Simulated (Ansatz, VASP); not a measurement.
## Two plane-wave programs on Nb

The input INCAR:

```
PREC = Accurate
ENCUT = 520
EDIFF = 1E-7
ISMEAR = 0
SIGMA = 0.1
LREAL = False
LASPH = True
NELM = 100
ALGO = Normal
ISIF = 2
LWAVE = False
LCHARG = False
GGA = PS
NBANDS = 12
```

The input KPOINTS:

```
Automatic mesh
0
Gamma
  18 18 18
```

The input POSCAR:

```
Nb
1.0
   -1.6196936167      1.6196936167      1.6196936167
    1.6196936167     -1.6196936167      1.6196936167
    1.6196936167      1.6196936167     -1.6196936167
Nb
1
Direct
    0.0000000000      0.0000000000      0.0000000000
```

Input for Ansatz:

```yaml
crystal:
  lattice:
    - [-1.6196936169, 1.6196936169, 1.6196936169]
    - [1.6196936169, -1.6196936169, 1.6196936169]
    - [1.6196936169, 1.6196936169, -1.6196936169]
  atoms:
    - { symbol: Nb, position: [0.0, 0.0, 0.0] }
basis:
  ecutwfc: 420
kpoints:
  mp_grid: { grid: [18, 18, 18] }
hamiltonian:
  xc: pbesol
scf:
  occupations: { method: gaussian, width: 0.1 }
output:
  forces: true
  stress: true
  eigenvalues: true
  write_density: true
  write_potential: true
  elf: true
  volumetric_format: npy
```

Alike in both runs: task single point; functional PBEsol; k mesh 18 × 18 × 18; occupations gaussian, width 0.1 eV; no spin polarisation.

```csv
,VASP,Ansatz
version,VASP 6.6.1,Ansatz 0.2.0
potentials or method,"VASP PAW PBE potentials, release 64 (Nb_sv)","scalar-relativistic, plane waves, PAW"
plane-wave cutoff (eV),520,420
valence electrons in the cell,13,13
```

```tsv
	VASP	Ansatz	Ansatz less VASP
gap on the k mesh at the Fermi level (eV)	none	none	-
pressure (GPa)	5.5	5.8	+0.29
```

A gap of «none» marks a metal or a gap that the smearing closes.

Caveats: the PAW data sets were made with another functional, which shifts forces and pressure a little (VASP).
